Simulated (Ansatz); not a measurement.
**Sn (Fd-3m), generalised stacking fault**

Theory: Ansatz, DFT PBE, scalar-relativistic, plane waves, PAW. Settings: plane waves to 420 eV, k-mesh 15×15×5 (Γ-centred), Gaussian smearing 0.15 eV. No spin polarisation. Energies are free energies at this smearing, counted from the undisturbed cell; pressure is positive in compression.

Reference structure (relaxed at this level):

```xyz
6
Lattice="3.3281 -3.3281 0.0000 3.3281 0.0000 -3.3281 6.6563 6.6563 6.6563" Properties=species:S:1:pos:R:3 pbc="T T T"
Sn    8.0428    1.3865    1.3865
Sn    1.3865    1.3865    1.3865
Sn    8.0428    4.7147    4.7147
Sn    9.7069    3.0506    3.0506
Sn    3.0506    3.0506    3.0506
Sn    3.0506   -0.2776   -0.2776
```

The cut lies on the cell's a–b face, a (1 1 1) plane (indices in the standard cell, whose axes needn't be the Cartesian ones shown) of area 19.19 Å², between layers 2.88 Å apart. Vector c is tilted by f times 1·a + 1·b (length 8.152 Å) with the atoms' Cartesian places fixed: one unrelaxed fault a cell. The cell is metallic on the mesh throughout.

| f | γ (mJ/m²) |
| --- | --- |
| 0.0000 | 0 |
| 0.1667 | 349 |
| 0.3333 | 829 |
| 0.5000 | 681 |
| 0.6667 | 742 |
| 0.8333 | 333 |

(1) Predict the shear traction, the slope of γ along the slip (GPa) at each point.

## Answers

(1)
| f | shear traction, the slope of γ along the slip (GPa) |
| --- | --- |
| 0.0000 | 0.0 |
| 0.1667 | 5.1 |
| 0.3333 | 0.0 |
| 0.5000 | -0.5 |
| 0.6667 | 0.0 |
| 0.8333 | -4.7 |

Cost: 6 runs of about 30 core-minutes in all, on Intel Xeon Processor @ 2.50GHz (Skylake/Cascade Lake) (shared hosts).